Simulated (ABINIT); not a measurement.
Input of an ABINIT 10.8.3 (patched build) run:

File run.abi:

```
# Pseudopotentials
pp_dirpath "./"
pseudos "In.upf, As.upf"

# Structure
acell 3*1.0 Angstrom
rprim
     0.0000000000     3.0180000000     3.0180000000
     3.0180000000     0.0000000000     3.0180000000
     3.0180000000     3.0180000000     0.0000000000
ntypat 2
znucl 49 33
natom 2
typat 1 2
xcart
     0.0000000000     0.0000000000     0.0000000000
     4.5270000000     4.5270000000     4.5270000000 Angstrom

# Plane-wave basis
ecut 38.0

# k points
kptopt 1
ngkpt 6 6 6
nshiftk 1
shiftk 0.0 0.0 0.0

# Exchange and correlation
ixc 11

# Bands and occupations
nband 18
occopt 3
tsmear 0.00183747

# SCF cycle
nstep 100
tolvrs 1.0e-10

# Output
iomode 3
prtwf 0
prtden 0
prteig 0
prtebands 0
enunit 2
```

Potentials or basis: PseudoDojo NC SR PBE v0.4.1 standard.

Launch:

```console
$ abinit run.abi > log 2>&1
```

Task: What does it give for the band gap on the k mesh?

Result: None (metal or under the smearing width).

Caveat: this crystal is a semiconductor, whose small gap the functional closes, so the metal is an error of the method.

**Measured values to compare with.**

From a printed reference work, data compilation, for a bulk crystal of InAs at 4.2 K: band gap 0.418 eV (direct).

Measured gap of InAs: 0.418 eV (direct; 4.2 K; a printed reference work, data compilation). This calculation gives 0.00 eV (-0.42 eV). Spin-orbit coupling on As, In is left out. The value is that of PBE on a finite k mesh, which can miss the band edges, without temperature or zero-point motion. Semilocal functionals fall short of measured gaps as a rule.
